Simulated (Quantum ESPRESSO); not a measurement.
NaI: dielectric tensor with BLYP

**What was measured.**

From a printed reference work, monograph, for a bulk crystal of NaI: high-frequency dielectric constant 3.01.

NaI:

```
I Na
1.0
     0.00000    3.23640    3.23640
     3.23640    0.00000    3.23640
     3.23640    3.23640    0.00000
I Na
1 1
Direct
  0.50000 0.50000 0.50000
  0.00000 0.00000 0.00000
```

- Program: Quantum ESPRESSO 7.5
- Task: dielectric tensor
- Functional: BLYP
- Potentials or basis: GBRV 1.5 PBE
- Cutoff: 612 eV
- Density cutoff: 4898 eV
- k mesh: 6 × 6 × 6, shifted
- Occupations: fermi-dirac, width 0.05 eV
- Spin: no spin polarisation
- Mixing beta: 0.5
- Most SCF iterations: 120
- SCF threshold: 4e-10 Ry

```yaml
Pressure: 1.4 GPa
Electronic_dielectric_tensor_diagonal: 3.29
Born_charges_mean_of_the_diagonal: I -1.20; Na +1.20 e
```

Levels at points of the mesh, in eV from the valence-band top:
```csv
k point,band 4,band 5,band 6,band 7,band 8,band 9,band 10,band 11,band 12,band 13
"(0.08, 0.08, 0.08)",-22.74,-11.00,-0.20,0.00,0.00,3.99,7.88,8.14,8.14,9.58
```

Electronic dielectric tensor:
```
3.29 0.00 0.00
0.00 3.29 0.00
0.00 0.00 3.29
```

Born effective charge tensors (e):
atom 1, I
```
-1.20  0.00  0.00
 0.00 -1.20  0.00
 0.00  0.00 -1.20
```
atom 2, Na
```
1.20 0.00 0.00
0.00 1.20 0.00
0.00 0.00 1.20
```

It took 3.1 min on 1 thread of Intel(R) Xeon(R) Platinum 8488C (Sapphire Rapids), with other jobs on the host, peak memory 0.23 GiB.

A measured high-frequency dielectric constant of NaI is 3.01 (a printed reference work, monograph); the calculated 3.29 misses it by +9.4 %.

Caveat: the potentials were made for another functional, which shifts forces and pressure. Spin-orbit coupling is left out, which matters for the levels of I.
